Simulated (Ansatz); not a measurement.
# As in Ru(0001), 2x2: scattering by a point defect, part 2 of 3

Wanted: the reflection from a plane of defects, As in Ru(0001), 2x2, and the resistivity it implies.

Ansatz 0.2.0; Ansatz plane-wave DFT, PBE, PAW files; ballistic transport by layer matching (Landauer), zero bias; PAW set soft_1 (the session's first sound run).

So far, resistivity per at.% scaled from this dense plane, with the factor 3/4 for isotropic scattering (µΩ cm): step 3 (resistance at ideal sites) 5.94.

## (4) Relaxing the neighbours

The neighbours of the defect are let go while the lead's layers stay on their sites, since a lead must repeat to 0.01 Å.

This step: Ansatz plane-wave DFT, PBE, PAW files; relaxation with the lead's layers held; PAW set soft_1 (Ansatz 0.2.0).

The input, input.yaml:

```yaml
crystal:
  lattice:
    - [5.4116, 0.0, 0.0]
    - [-2.7058, 4.6865830751, 0.0]
    - [0.0, 0.0, 34.2552]
  atoms:
    - { symbol: Ru, position: [0.1666666667, 0.3333333333, 0.03125] }
    - { symbol: Ru, position: [0.1666666667, 0.8333333333, 0.03125] }
    - { symbol: Ru, position: [0.6666666667, 0.3333333333, 0.03125] }
    - { symbol: Ru, position: [0.6666666667, 0.8333333333, 0.03125] }
    - { symbol: Ru, position: [0.3333333333, 0.1666666667, 0.09375] }
    - { symbol: Ru, position: [0.3333333333, 0.6666666667, 0.09375] }
    - { symbol: Ru, position: [0.8333333333, 0.1666666667, 0.09375] }
    - { symbol: Ru, position: [0.8333333333, 0.6666666667, 0.09375] }
    - { symbol: Ru, position: [0.1666666667, 0.3333333333, 0.15625] }
    - { symbol: Ru, position: [0.1666666667, 0.8333333333, 0.15625] }
    - { symbol: Ru, position: [0.6666666667, 0.3333333333, 0.15625] }
    - { symbol: Ru, position: [0.6666666667, 0.8333333333, 0.15625] }
    - { symbol: Ru, position: [0.3333333333, 0.1666666667, 0.21875] }
    - { symbol: Ru, position: [0.3333333333, 0.6666666667, 0.21875] }
    - { symbol: Ru, position: [0.8333333333, 0.1666666667, 0.21875] }
    - { symbol: Ru, position: [0.8333333333, 0.6666666667, 0.21875] }
    - { symbol: Ru, position: [0.1666666667, 0.3333333333, 0.28125] }
    - { symbol: Ru, position: [0.1666666667, 0.8333333333, 0.28125] }
    - { symbol: Ru, position: [0.6666666667, 0.3333333333, 0.28125] }
    - { symbol: Ru, position: [0.6666666667, 0.8333333333, 0.28125] }
    - { symbol: Ru, position: [0.3333333333, 0.1666666667, 0.34375] }
    - { symbol: Ru, position: [0.3333333333, 0.6666666667, 0.34375] }
    - { symbol: Ru, position: [0.8333333333, 0.1666666667, 0.34375] }
    - { symbol: Ru, position: [0.8333333333, 0.6666666667, 0.34375] }
    - { symbol: Ru, position: [0.1666666667, 0.3333333333, 0.40625] }
    - { symbol: Ru, position: [0.1666666667, 0.8333333333, 0.40625] }
    - { symbol: Ru, position: [0.6666666667, 0.3333333333, 0.40625] }
    - { symbol: Ru, position: [0.6666666667, 0.8333333333, 0.40625] }
    - { symbol: Ru, position: [0.3333333333, 0.1666666667, 0.46875] }
    - { symbol: Ru, position: [0.3333333333, 0.6666666667, 0.46875] }
    - { symbol: Ru, position: [0.8333333333, 0.1666666667, 0.46875] }
    - { symbol: Ru, position: [0.8333333333, 0.6666666667, 0.46875] }
    - { symbol: As, position: [0.1666666667, 0.3333333333, 0.53125] }
    - { symbol: Ru, position: [0.1666666667, 0.8333333333, 0.53125] }
    - { symbol: Ru, position: [0.6666666667, 0.3333333333, 0.53125] }
    - { symbol: Ru, position: [0.6666666667, 0.8333333333, 0.53125] }
    - { symbol: Ru, position: [0.3333333333, 0.1666666667, 0.59375] }
    - { symbol: Ru, position: [0.3333333333, 0.6666666667, 0.59375] }
    - { symbol: Ru, position: [0.8333333333, 0.1666666667, 0.59375] }
    - { symbol: Ru, position: [0.8333333333, 0.6666666667, 0.59375] }
    - { symbol: Ru, position: [0.1666666667, 0.3333333333, 0.65625] }
    - { symbol: Ru, position: [0.1666666667, 0.8333333333, 0.65625] }
    - { symbol: Ru, position: [0.6666666667, 0.3333333333, 0.65625] }
    - { symbol: Ru, position: [0.6666666667, 0.8333333333, 0.65625] }
    - { symbol: Ru, position: [0.3333333333, 0.1666666667, 0.71875] }
    - { symbol: Ru, position: [0.3333333333, 0.6666666667, 0.71875] }
    - { symbol: Ru, position: [0.8333333333, 0.1666666667, 0.71875] }
    - { symbol: Ru, position: [0.8333333333, 0.6666666667, 0.71875] }
    - { symbol: Ru, position: [0.1666666667, 0.3333333333, 0.78125] }
    - { symbol: Ru, position: [0.1666666667, 0.8333333333, 0.78125] }
    - { symbol: Ru, position: [0.6666666667, 0.3333333333, 0.78125] }
    - { symbol: Ru, position: [0.6666666667, 0.8333333333, 0.78125] }
    - { symbol: Ru, position: [0.3333333333, 0.1666666667, 0.84375] }
    - { symbol: Ru, position: [0.3333333333, 0.6666666667, 0.84375] }
    - { symbol: Ru, position: [0.8333333333, 0.1666666667, 0.84375] }
    - { symbol: Ru, position: [0.8333333333, 0.6666666667, 0.84375] }
    - { symbol: Ru, position: [0.1666666667, 0.3333333333, 0.90625] }
    - { symbol: Ru, position: [0.1666666667, 0.8333333333, 0.90625] }
    - { symbol: Ru, position: [0.6666666667, 0.3333333333, 0.90625] }
    - { symbol: Ru, position: [0.6666666667, 0.8333333333, 0.90625] }
    - { symbol: Ru, position: [0.3333333333, 0.1666666667, 0.96875] }
    - { symbol: Ru, position: [0.3333333333, 0.6666666667, 0.96875] }
    - { symbol: Ru, position: [0.8333333333, 0.1666666667, 0.96875] }
    - { symbol: Ru, position: [0.8333333333, 0.6666666667, 0.96875] }
kpoints:
  mp_grid: { grid: [5, 5, 1] }
hamiltonian:
  xc: pbe
  pseudopotentials: { kind: paw, azcp: { folder: soft_1 } }
scf:
  occupations: { method: fermi_dirac, width: 0.1 }
relax:
  f_tol: 0.03
  max_steps: 40
  constraints:
    - { sites: [0, 1, 2, 3, 4, 5, 6, 7, 8, 9, 10, 11, 12, 13, 14, 15, 16, 17, 18, 19, 44, 45, 46, 47, 48, 49, 50, 51, 52, 53, 54, 55, 56, 57, 58, 59, 60, 61, 62, 63] }
```

Launch:

```sh
$ ansatz run input.yaml --threads 4 --pin off --max-ram 15360MiB --backend cpu --events-out ev --progress --plain --runs-dir out
```

Numbers of over 12 decimals in the logs are rounded to 6 here.

Output:

```text
Warning: crystal.symmetry: narrowed to the stabiliser of the relax constraints — unitary ops 12 → 6; lowered at sites 20, 21, 22, 23, 44, 45, 46, 47 (the operations that carried what is held of a site onto what its image site leaves free; the constrained walk keeps no symmetry that its constraints do not admit)
[...]
Crystal: 64 atoms, lattice volume = 868.777 Å³
Basis set: ecut = 420 eV, 16909 PW (Γ), exchange–correlation on 80×80×480 points (8 copies of the dense FFT grid, shifted against one another)
Bands: 614, of which v1, the nominal top of the filled ones, is band 512 counted from 1 (511 counted from 0)
Symmetry: 6 space group operations
k-points: 5 of 25 (time reversal used)
[...]
SCF iter   1: F=—  HF=-375254.476961 eV  |F-HF|=—  |Δ(HF+E_count)|=         —  Δρ=1.21e-1  dr2=2.20e2  ethr=3.10e-3  ⟨swp⟩=5.0  Hψ=9838  notcnv=0  defer=2
[...]
SCF iter   9: F=-375215.745071 eV  HF=-375215.745077 eV  |F-HF|=6.13e-6  |Δ(HF+E_count)|=   6.31e-7  Δρ=4.28e-6  dr2=6.20e-6  ethr=2.20e-9  ⟨swp⟩=2.0  Hψ=8259  notcnv=0
SCF 1 converged in 9 iterations: F = -375215.745071 eV  dr2 = 6.20e-6
[...]
relax step   1: F+E_penalty+E_count = -375215.74507085 eV  Δ(F+E_penalty+E_count) = +0.000e0 eV  max|allowed force component| = 5.685e-1 eV/Å  Δτ_max = 0.0000 Å  (9 SCF iters, dr2 threshold 2.25e-5 eV, accepted)
[...]
iter 1 solved again at ethr=7.86e-5 eV; its pass at ethr=3.10e-3 eV (dr2=8.04e-1 eV) is discarded
[...]
SCF iter   6: F=-375215.794940 eV  HF=-375215.794957 eV  |F-HF|=1.70e-5  |Δ(HF+E_count)|=   1.51e-5  Δρ=1.53e-5  dr2=1.78e-5  ethr=1.97e-9  ⟨swp⟩=2.0  Hψ=9027  notcnv=0
SCF 2 converged in 6 iterations: F = -375215.794940 eV  dr2 = 1.78e-5
relax step   2: F+E_penalty+E_count = -375215.79494023 eV  Δ(F+E_penalty+E_count) = -4.987e-2 eV  max|allowed force component| = 1.641e-1 eV/Å  Δτ_max = 0.0390 Å  (6 SCF iters, dr2 threshold 2.02e-5 eV, accepted)
SCF iter   1: F=—  HF=-375215.801428 eV  |F-HF|=—  |Δ(HF+E_count)|=         —  Δρ=9.15e-4  dr2=4.59e-2  ethr=5.90e-5  ⟨swp⟩=2.2  Hψ=5322  notcnv=0  defer=43
[...]
SCF iter   6: F=-375215.801775 eV  HF=-375215.801776 eV  |F-HF|=6.49e-7  |Δ(HF+E_count)|=   1.27e-6  Δρ=3.84e-6  dr2=6.81e-7  ethr=1.65e-10  ⟨swp⟩=2.0  Hψ=9227  notcnv=0
SCF 3 converged in 6 iterations: F = -375215.801775 eV  dr2 = 6.81e-7
relax step   3: F+E_penalty+E_count = -375215.80177543 eV  Δ(F+E_penalty+E_count) = -6.835e-3 eV  max|allowed force component| = 2.020e-2 eV/Å  Δτ_max = 0.0142 Å  (6 SCF iters, dr2 threshold 1.68e-6 eV, accepted)
[...]
SCF iter   6: F=-375215.801776 eV  HF=-375215.801776 eV  |F-HF|=1.16e-10  |Δ(HF+E_count)|=  5.82e-11  Δρ=3.88e-8  dr2=2.34e-11  ethr=1.00e-12  ⟨swp⟩=1.0  Hψ=6117  notcnv=0
SCF 4 converged in 6 iterations: F = -375215.801776 eV  dr2 = 2.34e-11
relax step   4: F+E_penalty+E_count = -375215.80177605 eV  Δ(F+E_penalty+E_count) = -6.196e-7 eV  max|allowed force component| = 2.012e-2 eV/Å  Δτ_max = 0.0000 Å  (6 SCF iters, accepted)
SCF converged after 6 iterations
Free energy (F): -375215.801776 eV
[...]
Internal energy: -375213.709070 eV  (E = F + TS)
E sigma→0 (E₀):  -375214.755423 eV
Entropy (-TS):   -2.092706 eV (-32.699 meV/atom)
Fermi energy:    23.288066 eV
[...]
--- Forces (eV/Å), atoms counted from 1 ---
  atom   1  Ru     0.00000000     0.00000000     0.00219178
  atom   2  Ru     0.00207451     0.00119772    -0.00019705
  atom   3  Ru     0.00000000    -0.00239544    -0.00019705
  atom   4  Ru    -0.00207451     0.00119772    -0.00019705
  atom   5  Ru    -0.00072642     0.00041940    -0.00153095
  atom   6  Ru     0.00000000    -0.00083879    -0.00153095
  atom   7  Ru     0.00072642     0.00041940    -0.00153095
  atom   8  Ru     0.00000000    -0.00000000     0.02889892
  atom   9  Ru     0.00000000     0.00000000     0.05952624
  atom  10  Ru    -0.00342330    -0.00197644    -0.01486041
  atom  11  Ru     0.00000000     0.00395288    -0.01486041
  atom  12  Ru     0.00342330    -0.00197644    -0.01486041
  atom  13  Ru     0.00906901    -0.00523600    -0.04016756
  atom  14  Ru     0.00000000     0.01047199    -0.04016756
  atom  15  Ru    -0.00906901    -0.00523600    -0.04016756
  atom  16  Ru     0.00000000    -0.00000000     0.02687870
  atom  17  Ru     0.00000000     0.00000000     0.10013640
  atom  18  Ru    -0.02747639    -0.01586350    -0.08339903
  atom  19  Ru    -0.00000000     0.03172701    -0.08339903
  atom  20  Ru     0.02747639    -0.01586350    -0.08339903
  atom  21  Ru    -0.00272058     0.00157073    -0.00869382
  atom  22  Ru     0.00000000    -0.00314145    -0.00869382
  atom  23  Ru     0.00272058     0.00157073    -0.00869382
  atom  24  Ru     0.00000000    -0.00000000    -0.00012800
  atom  25  Ru     0.00000000     0.00000000     0.01590156
  atom  26  Ru    -0.00251239    -0.00145053    -0.00475116
  atom  27  Ru     0.00000000     0.00290106    -0.00475116
  atom  28  Ru     0.00251239    -0.00145053    -0.00475116
  atom  29  Ru     0.01015441    -0.00586265    -0.00689552
  atom  30  Ru    -0.00000000     0.01172530    -0.00689552
  atom  31  Ru    -0.01015441    -0.00586265    -0.00689552
  atom  32  Ru     0.00000000    -0.00000000     0.02011940
  atom  33  As     0.00000000    -0.00000000     0.00272987
  atom  34  Ru     0.01055142     0.00609186    -0.00112295
  atom  35  Ru     0.00000000    -0.01218373    -0.00112295
  atom  36  Ru    -0.01055142     0.00609186    -0.00112295
  atom  37  Ru     0.01167748    -0.00674199     0.00479863
  atom  38  Ru     0.00000000     0.01348399     0.00479863
  atom  39  Ru    -0.01167748    -0.00674199     0.00479863
  atom  40  Ru     0.00000000    -0.00000000    -0.01713032
[...]
atom  53  Ru     0.00975625    -0.00563278     0.02916092
  atom  54  Ru     0.00000000     0.01126555     0.02916092
  atom  55  Ru    -0.00975625    -0.00563278     0.02916092
  atom  56  Ru     0.00000000    -0.00000000    -0.02134411
  atom  57  Ru    -0.00000000     0.00000000    -0.05131545
  atom  58  Ru    -0.00346031    -0.00199781     0.00973680
  atom  59  Ru     0.00000000     0.00399562     0.00973680
  atom  60  Ru     0.00346031    -0.00199781     0.00973680
  atom  61  Ru    -0.00096642     0.00055796    -0.00062060
  atom  62  Ru     0.00000000    -0.00111593    -0.00062060
  atom  63  Ru     0.00096642     0.00055796    -0.00062060
  atom  64  Ru     0.00000000    -0.00000000    -0.02100112
  max |Σ_I F_I| component: 6.52e-6 eV/Å
--- Relaxed structure (4 steps of the walk, 4 accepted, 0 SCFs on fresh bases) ---
  F+E_penalty+E_count = -375215.80177605 eV   max|allowed force component| = 2.012e-2 eV/Å
  atoms:
    - { symbol: Ru, position: [0.166667, 0.333333, 0.03125] }
    - { symbol: Ru, position: [0.166667, 0.833333, 0.03125] }
    - { symbol: Ru, position: [0.666667, 0.333333, 0.03125] }
    - { symbol: Ru, position: [0.666667, 0.833333, 0.03125] }
    - { symbol: Ru, position: [0.333333, 0.166667, 0.093750] }
    - { symbol: Ru, position: [0.333333, 0.666667, 0.093750] }
    - { symbol: Ru, position: [0.833333, 0.166667, 0.093750] }
    - { symbol: Ru, position: [0.833333, 0.666667, 0.093750] }
    - { symbol: Ru, position: [0.166667, 0.333333, 0.15625] }
    - { symbol: Ru, position: [0.166667, 0.833333, 0.15625] }
    - { symbol: Ru, position: [0.666667, 0.333333, 0.15625] }
    - { symbol: Ru, position: [0.666667, 0.833333, 0.15625] }
    - { symbol: Ru, position: [0.333333, 0.166667, 0.218750] }
    - { symbol: Ru, position: [0.333333, 0.666667, 0.218750] }
    - { symbol: Ru, position: [0.833333, 0.166667, 0.218750] }
    - { symbol: Ru, position: [0.833333, 0.666667, 0.218750] }
    - { symbol: Ru, position: [0.166667, 0.333333, 0.28125] }
    - { symbol: Ru, position: [0.166667, 0.833333, 0.28125] }
    - { symbol: Ru, position: [0.666667, 0.333333, 0.28125] }
    - { symbol: Ru, position: [0.666667, 0.833333, 0.28125] }
    - { symbol: Ru, position: [0.333088, 0.166912, 0.343490] }
    - { symbol: Ru, position: [0.333088, 0.666176, 0.343490] }
    - { symbol: Ru, position: [0.833824, 0.166912, 0.343490] }
    - { symbol: Ru, position: [0.833333, 0.666667, 0.343996] }
    - { symbol: Ru, position: [0.166667, 0.333333, 0.406262] }
    - { symbol: Ru, position: [0.165958, 0.832979, 0.405849] }
    - { symbol: Ru, position: [0.667021, 0.334042, 0.405849] }
    - { symbol: Ru, position: [0.667021, 0.832979, 0.405849] }
    - { symbol: Ru, position: [0.333638, 0.166362, 0.467883] }
    - { symbol: Ru, position: [0.333638, 0.667276, 0.467883] }
    - { symbol: Ru, position: [0.832724, 0.166362, 0.467883] }
    - { symbol: Ru, position: [0.833333, 0.666667, 0.468313] }
    - { symbol: As, position: [0.166667, 0.333333, 0.531209] }
    - { symbol: Ru, position: [0.161581, 0.830790, 0.531195] }
    - { symbol: Ru, position: [0.669210, 0.338419, 0.531195] }
    - { symbol: Ru, position: [0.669210, 0.830790, 0.531195] }
    - { symbol: Ru, position: [0.333664, 0.166336, 0.594529] }
    - { symbol: Ru, position: [0.333664, 0.667329, 0.594529] }
    - { symbol: Ru, position: [0.832671, 0.166336, 0.594529] }
    - { symbol: Ru, position: [0.833333, 0.666667, 0.594089] }
    - { symbol: Ru, position: [0.166667, 0.333333, 0.656127] }
[...]
- { symbol: Ru, position: [0.333333, 0.166667, 0.84375] }
    - { symbol: Ru, position: [0.333333, 0.666667, 0.84375] }
    - { symbol: Ru, position: [0.833333, 0.166667, 0.84375] }
    - { symbol: Ru, position: [0.833333, 0.666667, 0.84375] }
    - { symbol: Ru, position: [0.166667, 0.333333, 0.906250] }
    - { symbol: Ru, position: [0.166667, 0.833333, 0.906250] }
    - { symbol: Ru, position: [0.666667, 0.333333, 0.906250] }
    - { symbol: Ru, position: [0.666667, 0.833333, 0.906250] }
    - { symbol: Ru, position: [0.333333, 0.166667, 0.96875] }
    - { symbol: Ru, position: [0.333333, 0.666667, 0.96875] }
    - { symbol: Ru, position: [0.833333, 0.166667, 0.96875] }
    - { symbol: Ru, position: [0.833333, 0.666667, 0.96875] }
```

The job ended after 3.2 min (4 threads of Intel Xeon Platinum 8488C (Sapphire Rapids), shared host; peak memory 8.3 GiB; 12 min of CPU time).

Relaxation path:

| step | energy less that of the first step (eV) | largest force component (eV/Å) |
| --- | --- | --- |
| 1 | 0.0000 | 0.5685 |
| 2 | -0.0499 | 0.1641 |
| 3 | -0.0567 | 0.0202 |
| 4 | -0.0567 | 0.0201 |

The atoms that moved most (Å):

| atom | dx | dy | dz | length |
| --- | --- | --- | --- | --- |
| Ru30 | 0.000 | 0.003 | -0.030 | 0.030 |
| Ru29 | 0.002 | -0.001 | -0.030 | 0.030 |
| Ru31 | -0.002 | -0.001 | -0.030 | 0.030 |
| Ru38 | 0.000 | 0.003 | 0.027 | 0.027 |
| Ru37 | 0.003 | -0.002 | 0.027 | 0.027 |
| Ru39 | -0.003 | -0.002 | 0.027 | 0.027 |
| Ru35 | 0.000 | 0.024 | -0.002 | 0.024 |
| Ru34 | -0.021 | -0.012 | -0.002 | 0.024 |

Numbers from this step:

```
free energy             : -375215.8018 eV
energy at zero smearing : -375214.7554 eV
```

The largest force component on a free atom ends at 0.020 eV/Å, under the tolerance of 0.03, after 4 steps.

(Continued in part 3 of 3.)

[Logs are printed without paths, hosts, clocks, repeated set-up lines and the standing remarks that a program may print on its own settings, such as how far it seeks lower states.]

[Hosts, paths, dates, database ids (printed as entryN), source tags and the programs' standing remarks are cut or masked in the printed files.]
